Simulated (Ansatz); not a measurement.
Runs of Ansatz 0.2.0 on Sn. The structure is orthorhombic, space group Immm (No. 71). Conventional cell: a = 3.453 Å, b = 3.551 Å, c = 4.677 Å, α = 90.00°, β = 90.00°, γ = 90.00°. Sn (site symmetry mmm) has 12 Sn at 3.41 to 3.55 Å as nearest neighbours. This isn't the form of Sn at room conditions, which is tetragonal (white tin).

```tsv
task	level	potentials or basis	spin	cell	k mesh	cutoff (eV)	smearing	other keys	gap on the mesh (eV)	pressure (GPa)	moment (μB)
density of states	m-r2SCAN	PseudoDojo standard (PBE files)	off	as given	11 × 11 × 11	980	gaussian 0.1 eV	hamiltonian.pseudopotentials = kind nc	none	-2.6	-
single point	PBE	Ansatz PAW	off	as given	11 × 11 × 11	420	fermi-dirac 0.05 eV	-	none	-1.0	-
relaxation of cell and atoms	r2SCAN+D4	Ansatz PAW	collinear, ferromagnetic start	relaxed	11 × 11 × 11	500	gaussian 0.01 eV	-	none	0.0	0.00
single point	r2SCAN	Ansatz PAW	SOC, no magnetisation	as given	11 × 11 × 11	500	gaussian 0.025 eV	-	none	(a)	-
ladder of functionals	BLYP	PseudoDojo standard (PBEsol files)	collinear, ferromagnetic start	cell strained at random at fixed volume	7 × 7 × 8	980	gaussian 0.05 eV	-	none	3.5	0.00
```

Estimate the missing entries.

(a) -2.2.

Caveats: the potentials were made for another functional, which shifts forces and pressure (some runs); the PAW data sets come from PBE, with cores solved anew for the run's functional, which leaves a small shift of forces and pressure (some runs); the starting moments weren't kept (some runs); the plane-wave basis is chosen anew once the cell has moved, so the energies of steps on either side of that aren't comparable (some runs); pairwise dispersion overbinds metals, which lowers pressure and volume (some runs).

A k mesh can miss the band edges, and rows without SOC leave out spin-orbit coupling on Sn.

A gap of «none» marks a metal or a gap under the smearing width.
